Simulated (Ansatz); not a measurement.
# NaF (zincblende type): the dielectric function from several functionals

Aim: the dielectric function of NaF (zincblende type) in the independent-particle picture, and how it depends on the functional and on the gap. Plan: HSE06 for the gap; optics with PBE on 6×6×6; optics with r2SCAN on 6×6×6; optics with PBE and scissors to the HSE06 gap on 6×6×6.

Computed with Ansatz 0.2.0 (plane waves, PAW; no local fields, no excitons, unless a step's input says otherwise).

1 further run of the same task is left out (it didn't finish).

## Step 1: The system as given

The structure is cubic, space group F-43m (No. 216). Conventional cell: a = 5.063 Å, b = 5.063 Å, c = 5.063 Å, α = 90.00°, β = 90.00°, γ = 90.00°. Na (site symmetry -43m) is surrounded by 4 F at 2.19 Å. F (site symmetry -43m) is surrounded by 4 Na at 2.19 Å.

Structure file:

```
CELL_PARAMETERS angstrom
0.00000 2.53126 2.53126
2.53126 0.00000 2.53126
2.53126 2.53126 0.00000
ATOMIC_POSITIONS crystal
Na 0.00000 0.00000 0.00000
F 0.25000 0.25000 0.25000
```

The cell was relaxed beforehand with r2SCAN; those runs aren't shown.

## Step 2: HSE06 levels at special points

input.yaml

```yaml
crystal:
  lattice:
    - [0.0, 2.5312613679, 2.5312613679]
    - [2.5312613679, 0.0, 2.5312613679]
    - [2.5312613679, 2.5312613679, 0.0]
  atoms:
    - { symbol: Na, position: [0.0, 0.0, 0.0] }
    - { symbol: F, position: [0.25, 0.25, 0.25] }
kpoints:
  mp_grid: { grid: [6, 6, 6] }
  band_path:
    path:
      - [0.0, 0.0, 0.0]
      - [-0.5, -0.5, 0.0]
      - [-0.375, -0.375, 0.25]
      - [-0.375, 0.0, 0.375]
      - [0.0, 0.0, 0.5]
      - [-0.5, -0.25, 0.25]
      - [-0.072917, 0.0, 0.072917]
    npoints: 1
hamiltonian:
  xc: hse06
scf:
  occupations: { method: fixed }
  n_extra_bands: 4
output:
  forces: true
  stress: true
  eigenvalues: true
```

Started as:

```console
$ ansatz run input.yaml --threads 4 --pin off --max-ram 3686MiB --backend cpu --events-out ev --progress --plain --runs-dir out
```

After this run come: Optics, PBE; Optics, r2SCAN; Optics, PBE with a scissors shift.

Before running them: what should the planned runs give, taken together? Wanted: ε∞, PBE; ε∞, r2SCAN; tallest peak of ε₂, PBE; tallest peak of ε₂, r2SCAN; HSE06 direct gap.

The runs gave:

| quantity | value |
| --- | --- |
| ε∞, PBE | 1.75 |
| ε∞, r2SCAN | 1.67 |
| ε∞, PBE + 2.04 eV scissors | 1.65 |
| tallest peak of ε₂, PBE | 1.5 at 17.25 eV |
| tallest peak of ε₂, r2SCAN | 1.5 at 18.25 eV |
| tallest peak of ε₂, PBE + 2.04 eV scissors | 1.5 at 19.30 eV |
| HSE06 direct gap | 7.66 eV |

In words: PBE + 2.04 eV scissors has the widest direct gap (7.67 eV) and PBE the narrowest (5.63 eV); ε∞ is 1.65 and 1.75: a wider gap screens less. Local fields and excitons are left out: both change ε∞, and without excitons the onset lacks its lines.
